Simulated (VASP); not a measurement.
Set up this calculation in VASP 6.6.1, as the native input.

| Property | Result |
| --- | --- |
| Task | relaxation of cell and atoms |
| Functional | PW91 |
| Potentials or basis | VASP PAW PBE potentials, release 64 (C) |
| Cutoff | 600 eV |
| k mesh | 13 × 13 × 13 |
| Occupations | fermi-dirac, width 0.05 eV |
| Spin | no spin polarisation |
| Further INCAR settings | ALGO = Normal; EDIFF = 1e-06; IBRION = 2; EDIFFG = -0.02; NSW = 40; ISIF = 3 |

The structure of C lies in POSCAR:

```
C
1.0
    0.0000000000      1.7833700000      1.7833700000
    1.7833700000      0.0000000000      1.7833700000
    1.7833700000      1.7833700000      0.0000000000
C
2
Direct
    0.7500000000      0.7500000000      0.7500000000
    0.5000000000      0.5000000000      0.5000000000
```

This isn't the form of C at room conditions, which is graphite.

The input as run:

INCAR

```
SYSTEM = C
ALGO = Normal ; EDIFF = 1E-6
EDIFFG = -0.02 ; ENCUT = 600
GGA = 91 ; IBRION = 2
ISIF = 3 ; ISMEAR = -1
LASPH = .TRUE. ; LCHARG = .FALSE.
LREAL = .FALSE. ; LWAVE = .FALSE.
NELM = 100 ; NSW = 40
PREC = Accurate ; SIGMA = 0.05
```

KPOINTS

```
k-points
0
G
  13 13 13
  0 0 0
```

Potentials or basis: VASP PAW PBE potentials, release 64 (C).

Command:

```sh
$ cat potpaw_PBE.64/C/POTCAR > POTCAR
$ mpirun -np 1 vasp_std > vasp.out
```

Results of the run:

| Quantity | Value |
| --- | --- |
| Relaxed volume | 5.70 Å³/atom |
| Relaxed cell | a = 2.526 Å, b = 2.526 Å, c = 2.526 Å, α = 60.00°, β = 60.00°, γ = 60.00° |
| Space group after relaxing (to 0.05 Å) | Fd-3m (No. 227) |
| Energy gained by relaxing | 0.2 meV/atom |
| Ionic steps | 3 |
| Pressure after relaxing | 0.0 GPa |
| Band gap on the k mesh | 4.17 eV, indirect (least direct gap 5.60 eV) |

Caveat: the PAW data sets were made with another functional, which shifts forces and pressure a little; an odd mesh through Γ misses points on the zone boundary, where band edges often lie.

Run time: 12 s on 1 thread of Intel(R) Xeon(R) Platinum 8488C (Sapphire Rapids) (shared host), peak memory 0.11 GiB.
